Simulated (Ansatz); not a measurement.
Crystal: P.

```
P
1.0
     1.64774   -5.46504    0.00000
     1.64774    5.46504    0.00000
     0.00000    0.00000    4.54364
P
4
Direct
  0.90414 0.09586 0.58882
  0.09586 0.90414 0.41118
  0.59586 0.40414 0.08882
  0.40414 0.59586 0.91118
```

Program: Ansatz 0.2.0. Alike in all runs: task projected density of states; potentials or basis Ansatz PAW; no spin polarisation; cell as given; k mesh 5 × 5 × 4; cutoff (eV) 420; smearing fermi-dirac 0.05 eV.

Problem. Order these runs on this cell by their pressure, lowest first.
A. level BLYP
B. level PBEsol
C. level RPBE
D. level PBE

Solution. B (-0.5 GPa), D (2.1 GPa), C (3.9 GPa), A (6.5 GPa).

Caveats: odd divisions of the mesh miss points on the zone boundary, where band edges often lie, so the gap on the mesh can be too wide; the density of states is complete only up to the lowest level of the last band computed; the PAW data sets come from PBE, with cores solved anew for the run's functional, which leaves a small shift of forces and pressure (some runs).
